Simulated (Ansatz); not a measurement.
**Structure search: one Al candidate**

These are results of DFT PBE, scalar-relativistic, plane waves, PAW in Ansatz, not measurements. Cutoff 420 eV, Gaussian smearing, Γ-centred meshes. Cell and atoms relax first on a coarse mesh and then on a finer one. In between, the cell is made exact in the group found at 0.06 Å. In metals the finer mesh still leaves noise of several meV/atom or more. The steps can't lower the symmetry of their start. No spin polarisation.

Recipe of this trial structure of Al: 5-connected net of one element (Ia-3d, No. 230). Its size is a rough estimate.

```cif
data_structure
_symmetry_space_group_name_H-M 'Ia-3d'
_symmetry_Int_Tables_number 230
_cell_length_a 6.4686
_cell_length_b 6.4686
_cell_length_c 6.4686
_cell_angle_alpha 90.000
_cell_angle_beta 90.000
_cell_angle_gamma 90.000
_cell_volume 270.67
loop_
_atom_site_label
_atom_site_type_symbol
_atom_site_symmetry_multiplicity
_atom_site_Wyckoff_symbol
_atom_site_fract_x
_atom_site_fract_y
_atom_site_fract_z
_atom_site_occupancy
Al1 Al 16 b 0.12500 0.12500 0.12500 1
```

Energies count from the standard state of Al at the same level.

Problem. Where does the relaxation end?

Solution. The symmetry stays Ia-3d (No. 230). The volume per atom grows by 39.9 %, from 16.9 to 23.7 Å³. The shortest distance goes from 2.29 Å (Al–Al) to 2.56 Å (Al–Al). The energy falls by about 0.50 eV/atom (the start's value is from the coarse mesh). Conventional cell: a = 7.235 Å. Around Al lie 3 Al at 2.56 Å and 2 Al at 3.13 Å.

```cif
data_structure
_symmetry_space_group_name_H-M 'P 1'
_symmetry_Int_Tables_number 1
_cell_length_a 6.2659
_cell_length_b 6.2659
_cell_length_c 6.2659
_cell_angle_alpha 109.471
_cell_angle_beta 109.471
_cell_angle_gamma 109.471
_cell_volume 189.38
loop_
_atom_site_label
_atom_site_type_symbol
_atom_site_fract_x
_atom_site_fract_y
_atom_site_fract_z
_atom_site_occupancy
Al1 Al 0.25000 0.25000 0.25000 1
Al2 Al 0.50000 0.00000 0.25000 1
Al3 Al 0.00000 0.25000 0.50000 1
Al4 Al 0.25000 0.50000 0.00000 1
Al5 Al 0.75000 0.75000 0.75000 1
Al6 Al 0.50000 0.00000 0.75000 1
Al7 Al 0.00000 0.75000 0.50000 1
Al8 Al 0.75000 0.50000 0.00000 1
```

Problem. How does it come out in energy, and is it a metal?

Solution. The energy over the standard state is +0.61 eV/atom and the gap on the 8×8×8 mesh of the 8-atom cell is 0 eV (a metal).

It lies above the standard state, so it could only be metastable.

The last run used Gaussian smearing of 0.10 eV. A structure relaxed within its symmetry needn't be a true minimum. In all, the 3 runs took 26 s on 1 thread of Arm Neoverse V2, on a shared host.
